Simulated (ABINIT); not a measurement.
# Ge: single point with LDA-PZ

Ge:

```
CELL_PARAMETERS angstrom
-2.53903 2.53903 2.53903
2.53903 -2.53903 2.53903
2.53903 2.53903 -2.53903
ATOMIC_POSITIONS crystal
Ge 0.50000 0.00000 0.50000
Ge 0.50000 0.50000 0.00000
Ge 0.00000 0.50000 0.50000
```

The cell was built by a generator and needn't be a form met in nature.

The cell isn't the ideal one: cell relaxed.

```yaml
Program: ABINIT 10.8.3 (patched build)
Task: single point
Functional: LDA-PZ
Potentials_or_basis: HGH LDA
Cutoff: 218 eV
k_mesh: 5 × 5 × 5
Occupations: fermi-dirac, width 0.05 eV
Spin: spin-orbit coupling, no magnetisation
```

| Property | Result |
| --- | --- |
| Band gap on the k mesh | none (metal or under the smearing width) |
| Valence electrons inside the program's atomic spheres | Ge 1.66 (radii [1.0584] Å) |

Levels at points of the mesh, in eV from the Fermi level:
| k point | band 8 | band 9 | band 10 | band 11 | band 12 | band 13 | band 14 | band 15 | band 16 | band 17 |
| --- | --- | --- | --- | --- | --- | --- | --- | --- | --- | --- |
| (0.00, 0.00, 0.00) | -2.95 | -2.95 | -2.95 | -2.81 | -2.81 | 0.94 | 0.94 | 0.98 | 0.98 | 0.98 |

It took 6.4 s on 1 thread of AMD EPYC 7R43 64-Core Processor (Zen 3) (shared host), peak memory 0.07 GiB.

Caveat: HGH potentials are hard and often keep d shells in the core, so these values are rough.
